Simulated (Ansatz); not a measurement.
# CdTe: from supercell energies to defect levels (Cd interstitial)

Method: DFT PBE, scalar-relativistic, plane waves, PAW in Ansatz. Run with 420 eV cutoff, 2×2×2 k-mesh, shifted by half a step, Gaussian smearing of 0.01 eV, collinear spin in charge +1 alone.

Host crystal, relaxed:

```xyz
2
Lattice="0.0000 3.3096 3.3096 3.3096 0.0000 3.3096 3.3096 3.3096 0.0000" Properties=species:S:1:pos:R:3 pbc="T T T"
Cd    0.0000    0.0000    0.0000
Te    1.6548    1.6548    1.6548
```

The Cd interstitial was set at (0.750, 0.750, 0.750) of the host cell, in a supercell of 32 sites (1160 Å³), relaxed at fixed cell in each charge q. The host's Kohn–Sham gap is 0.58 eV and its static dielectric constant 12.6 (mean). For each charge: the supercell's free energy over the neutral one with q electrons exchanged at the valence band top, F(q) − F(0) + qE_v; the image-charge term; and the term that aligns the potential far from the defect with the host's.

Spin-orbit coupling is left out, which matters for the bands and energies of heavy elements.

```tsv
q	F(q) − F(0) + qE_v (eV)	image charge (eV)	alignment (eV)
+2	-2.569	0.628	0.494
+1	-1.354	0.157	0.284
0	0.000	0.000	0.000
```

Question: Add the terms and find the levels between neighbouring charges, ε(q/q′) = [A(q′) − A(q)]/(q − q′), with and without the two corrections.

Answer: A(q): -1.448 eV for +2, -0.912 eV for +1, 0.000 eV for 0.
```tsv
level	corrected (eV over E_v)	uncorrected (eV)
(+2/+1)	0.54	1.22
(+1/0)	0.91	1.35
```

As a check, a point charge in a simple cubic cell of this volume has q²αe²/(2εL) = 0.154 q² eV (e² = 14.40 eV Å, α = 2.837, L = 10.51 Å); the shape of the real cell can change it somewhat. The term grows as q², so it pushes donor levels down and acceptor levels up.

Question: Which of these charges is lowest with the Fermi level at the valence band top, at mid-gap and at the conduction band bottom?

Answer: The line A(q) + qE_F that lies lowest gives the charge: +2 at E_F = 0.00 eV, +2 at E_F = 0.29 eV, +1 at E_F = 0.58 eV. (+1/0) falls outside this Kohn–Sham gap, so the change of charge isn't reached within it; the real gap is usually wider and may hold a localised level, while a level that comes from a carrier in the host's bands only marks the band edge and moves with it. In charge +1 the cell has partly filled levels, from a carrier spread over the host's bands, a defect level that the small cell broadens into a band, or a degenerate defect level that the symmetric start can't split, so the levels beside it are doubtful. In charge 0 the extra carrier sits in the host's bands, sampled away from their edge; a term of -0.32 eV would put the level beside it at that edge (it also undoes corrections that don't apply to a spread carrier) and isn't included above. Charges beyond those computed could lie lower near the band edges.

Question: The neutral defect forms at 1.69 eV with atoms taken from and returned to the elements. What are the formation energies at those three Fermi levels, and what share of sites would hold the defect at 1200 K with E_F at mid-gap, if the host still stood at that temperature?

Answer: E_f = E_f(0) + A(q) + qE_F = 0.24, 0.82, 1.36 eV. In the dilute limit the share is exp(−E_f/k_BT) = exp(−0.825/0.1034) = 3.4×10⁻⁴, leaving out degeneracy and vibrational entropy. This is the Cd-rich limit; a poorer supply of Cd, or a competing compound of it, raises E_f. The small cell and the narrow Kohn–Sham gap leave errors of tenths of an eV or more, which change the share by orders of magnitude.

The cadmium interstitial behaves as a donor: +2 is the lowest of the computed charges from the valence band top to mid-gap, with or without the corrections. An added Cd atom brings valence s electrons that the already complete Cd–Te bonding network doesn't need. They enter states of antibonding, conduction-band-like character and are easily given up. Whether +1 has any range of its own below the conduction band remains open, since the corrections alone move (+2/+1) from 1.22 to 0.54 eV, a shift larger than the gap.

The formation energy climbs from 0.24 eV at the valence band top to 1.36 eV at the conduction band bottom, because the released electrons gain less energy as the Fermi level rises. Under Cd-rich conditions the defect should therefore compensate acceptors and hinder p-type doping. The starting site has Cd nearest neighbours; the Te-surrounded tetrahedral site, electrostatically attractive for a cation, may be lower in energy for +2 and wasn't compared.
